VASP 6.6.1, plane-wave DFT with PAW potentials: corundum (Al2O3), cell and atoms relaxed without spin polarisation or an added dispersion correction; cutoff 600 eV, 9 × 9 × 7 k mesh, Gaussian smearing of 0.03 eV. Volume changes count against the common starting cell; a and the angle between b and c refer to the relaxed ten-atom primitive cell.

```tsv
functional	potentials	volume change (%)	relaxed length a (Å)	relaxed angle bc (degree)
LDA	VASP-PAW-LDA-potentials,-recommended	-1.970	5.093	55.36
PBE	VASP-PAW-PBE-potentials,-recommended	2.800	5.177	55.30
PBEsol	VASP-PAW-PBE-potentials,-recommended	0.630	5.138	55.35
RPBE	VASP-PAW-PBE-potentials,-recommended	4.950	5.214	55.27
r2SCAN	VASP-PAW-PBE-potentials,-recommended	-0.380	5.123	55.30
rev-vdW-DF2	VASP-PAW-PBE-potentials,-recommended	1.630	5.155	55.34
```

The six rows hold the same aluminium oxide crystal, corundum, relaxed with six density functionals. The volume change, counted from one common starting cell, runs from −1.97 % with LDA to +4.95 % with RPBE. A simple picture helps to read the column: each functional acts like a pressure on the crystal, and the crystal yields like a stiff spring. Once the volume change is known, the new cell edge and the energy released on the way follow from two short formulas. The second formula also works backwards, from a known energy to the size of the volume change.

## The first row: LDA pulls the crystal together

LDA treats the electrons at each point as if they belonged to a uniform electron gas of the same density. In a solid this usually binds the atoms too strongly, and here the cell shrinks. The relaxed lengths are edges of the primitive rhombohedral cell, which symmetry keeps equal, so one edge stands for all three. The starting cell has an edge of 5.13 Å.

If the cell keeps its shape, its volume goes as the cube of its edge. A small volume change $x$, in percent, therefore changes the edge by a third of that percentage:

$$a \approx a_0\left(1+\frac{x}{300}\right),$$

where $a_0$ is the starting edge and $a$ the relaxed one. Each percent of volume is worth about 0.017 Å. For LDA the edge should shrink by $0.017\times1.97\approx0.03$ Å, to about 5.10 Å, and the table gives 5.093 Å.

The energy needs one property of the material, the bulk modulus $B$, which is its resistance to uniform compression. For corundum it is roughly 250 GPa, a recalled value that was not adjusted to these rows. A spring stores half its stiffness times the square of its stretch, so the relaxation releases

$$E \approx \tfrac12 B V_0\left(\frac{x}{100}\right)^2,$$

where $V_0$ is the starting volume, 85 Å$^3$ for ten atoms. Since 1 eV/Å$^3$ is about 160 GPa, $B$ is $250/160\approx1.56$ eV/Å$^3$. The formula then becomes $E\approx6.6\,x^2$, in meV per ten-atom cell.

For LDA this gives $6.6\times1.97^2\approx26$ meV. The first and last energies of the same relaxation differ by 28 meV, so the estimate is about 7 % too low. That is close for a formula built on a rough stiffness. The energy is always a difference within one functional, because total energies from different functionals have no common zero.

## PBE and PBEsol: the strength of the outward push

The next two rows expand instead of shrinking. Both functionals also look at how quickly the density changes from place to place, and their exchange energy is lowered where it changes quickly compared with its own size. Moving the atoms apart creates more such regions, so this correction pushes the crystal outwards. In the limit of a perfectly uniform density the push would vanish and both functionals would return to LDA.

PBEsol was designed for solids, with a gradient term in exchange that is little more than half as strong as that of PBE. Its volume lies $0.63+1.97=2.60$ percentage points above LDA, while PBE lies $2.80+1.97=4.77$ points above. The ratio fits the idea of a weaker push, but it is no clean measurement of it. The two functionals also differ in correlation, and the LDA row uses its own set of potentials.

## RPBE: the far end of the spring

RPBE is the cleaner comparison, because it shares its potentials and its correlation with PBE. The two exchange terms agree in the limit of small gradients, but at moderate gradients that of RPBE is the stronger. The further expansion, from 2.80 % to 4.95 %, must therefore come from regions where the gradient, measured against the density itself, is no longer small. It shows that the weak-gradient limit alone does not fix the volume of this crystal.

The edge rule holds at this end as well. It adds $0.017\times4.95\approx0.08$ Å to the starting edge and gives 5.21 Å, in agreement with the table. The energy rule gives $6.6\times4.95^2\approx162$ meV, while the relaxation released 144 meV. The estimate is now 13 % too high, whereas for LDA it was too low.

The exact size of each miss depends on the rough stiffness, but a drift from too low towards too high is what a real crystal should show. Atoms that are pushed together resist more and more, and atoms that are pulled apart resist less, so a single stiffness is too small for the contracted cell and too large for the expanded one. A simple correction assumes that all functionals share one energy curve and differ only by a constant pressure. With a stiffness that rises by about four times the applied pressure, a recalled typical value, it lowers the estimate by about 3 % for each percent of expansion and raises it likewise for contraction.

With this correction the error for RPBE falls to about 6 %, and the one for LDA nearly vanishes. For PBE and rev-vdW-DF2, however, the corrected estimates are worse than the plain ones, at 7 to 8 % too low. In all four of these rows the corrected estimate is too low, as it would be if the rough stiffness lay slightly below the true one. Softening is thus a plausible explanation for the drift, though the stiffness of each functional was not computed. For work on paper the plain square is enough.

## r2SCAN and rev-vdW-DF2: where the spring rule fails and where it holds again

r2SCAN also uses the kinetic-energy density of the electrons, which helps it to tell different kinds of bonding apart. It leaves the volume almost where it started, at −0.38 %. The spring rule then expects a release of only 1 meV, but the relaxation gave 2.2 meV. PBEsol, the other row with a small volume change, shows a similar shortfall of about 1 meV.

The limit of zero volume change explains why small changes are the hard case. The spring term shrinks as the square of $x$, but atoms can still shift inside a cell of fixed volume and release some energy. The angle in the r2SCAN row is almost that of the start, so a change of cell shape is an unlikely source. Shifting atoms are the likelier one, though their share was not computed separately.

The last row, rev-vdW-DF2, returns to the regime where the rule works. Its exchange has a weak gradient term like that of PBEsol, joined to a correlation energy that couples distant regions and so includes dispersion. The cell expands by 1.63 %, one point more than with PBEsol. The table cannot divide this point between exchange and correlation, but the energy released agrees with the spring rule to 3 %.

## How far the two rules carry

Over all six rows the edge rule is within 0.004 Å of the computed edge. The largest misses, for LDA, PBEsol and rev-vdW-DF2, come from a slight opening of the cell angle, which lets a shorter edge enclose the same volume. For PBEsol the miss is a sizeable part of the movement itself, since its edge moves by only 0.008 Å. The rule is therefore good for the length of an edge and less good for a very small shift.

Read backwards, the energy rule gives the size of the volume change as $\sqrt{E/6.6}$, with $E$ in meV. This lands within 0.3 percentage points of the computed size in every row. Such an error hardly matters for RPBE, but for r2SCAN the estimate is about half as large again as the true change. The direction has to come from elsewhere, because a compressed and a stretched spring both release energy. The output printed after this text lists the estimates for all six rows.

Neither rule tells which volume a functional will choose; that depends on how it treats the density. Nor does a small volume change prove a functional accurate. The calculations leave out zero-point motion and thermal expansion, both of which would enlarge the cell somewhat. That matters most for r2SCAN and PBEsol, whose changes are themselves well below one percent.

The same reasoning can be carried to a softer ionic crystal, such as rock salt. In the limit of an infinitely stiff solid, no functional could move the atoms, and the softer the solid, the further a given pressure moves them. The same six functionals are thus expected to spread the volumes of rock salt more widely. The spread should grow by less than the stiffness falls, however, because the pressure itself is expected to be weaker in a crystal with longer, weaker bonds. The edge would still change by a third of the volume percentage, because that is geometry for any cell that keeps its shape. The factor 6.6 would have to be worked out afresh from the stiffness and volume of the new crystal.

Output of the analysis:

```
start edge of the rhombohedral cell, angstrom: 5.13
start angle of the rhombohedral cell, degree: 55.29
start volume of the cell, cubic angstrom: 85.02
edge change per percent of volume, angstrom: 0.0171
energy release per squared percent of volume, meV per cell: 6.633
Edge rule:
          row  rule (A)  computed (A)  rule less computed (A)  miss with computed angle (A)
          LDA     5.097         5.093                0.003535                     4.634e-07
          PBE     5.178         5.177                0.001105                     5.296e-05
       PBEsol     5.141         5.138                0.002997                     8.932e-05
         RPBE     5.215         5.214               0.0008718                     0.0002836
       r2SCAN     5.124         5.123               0.0007248                     0.0001108
  rev-vdW-DF2     5.158         5.155                0.003097                     0.0005095
Energy released per 10-atom cell:
          row  computed (meV)  spring rule (meV)  rule miss (%)  softening rule (meV)  softening miss (%)
          LDA           27.64              25.74         -6.867                 27.43              -0.751
          PBE           50.72                 52          2.529                 47.15               -7.04
       PBEsol            3.83              2.633         -31.26                 2.577              -32.71
         RPBE           143.8              162.5          12.99                 135.7              -5.653
       r2SCAN            2.22             0.9578         -56.86                0.9699              -56.31
  rev-vdW-DF2           18.17              17.62         -3.009                 16.67              -8.279
Size of volume change from the energy:
          row  estimate (%)  computed (%)  miss (percentage points)
          LDA         2.041          1.97                   0.07133
          PBE         2.765           2.8                  -0.03475
       PBEsol        0.7599          0.63                    0.1299
         RPBE         4.657          4.95                   -0.2932
       r2SCAN        0.5785          0.38                    0.1985
  rev-vdW-DF2         1.655          1.63                   0.02509
largest edge miss of the rule, angstrom: 0.003535
rms edge miss of the rule, angstrom: 0.002365
rms edge miss if the start edge is kept, angstrom: 0.04343
largest miss of the volume estimate, percentage points: 0.2932
volume spread from LDA to RPBE, percentage points: 6.92
```
